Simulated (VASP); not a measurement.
# PtSe₂: self-consistent run

PtSe₂, P-3m1 (no. 164), 3 atoms in the cell. TPSS; PAW potentials Pt, Se (PBE set).

## Input

INCAR:
```
SYSTEM = PtSe2
PREC = Accurate
ENCUT = 520
EDIFF = 1E-7
ISMEAR = 0
SIGMA = 0.02
LREAL = .FALSE.
LASPH = .TRUE.
ALGO = Normal
NELM = 100
ISIF = 2
LWAVE = .FALSE.
LCHARG = .FALSE.
METAGGA = TPSS
LMIXTAU = .TRUE.
GGA_COMPAT = .FALSE.
```

KPOINTS:
```
k-points
0
Gamma
  7 7 5
```

POSCAR:
```
PtSe2
1.0
    3.7240000000      0.0000000000      0.0000000000
   -1.8620000000      3.2250786037      0.0000000000
    0.0000000000      0.0000000000      5.0620000000
Pt Se
1 2
Direct
    0.0000000000      0.0000000000      0.0000000000
    0.6666666667      0.3333333333      0.7500000000
    0.3333333333      0.6666666667      0.2500000000
```

Commands:
```
cat potpaw_PBE.64/Pt/POTCAR potpaw_PBE.64/Se/POTCAR > POTCAR
mpirun -np 1 vasp_std > vasp.out
```

## Result

- Pressure (GPa): 6.16
- Gap on the mesh (eV): 0.000
- Fermi level (eV): 6.547

The largest force is 0.625 eV/A.

VASP 6.6.1 took 111 s on 1 core (Intel Xeon Platinum 8488C (Sapphire Rapids)), a shared host.
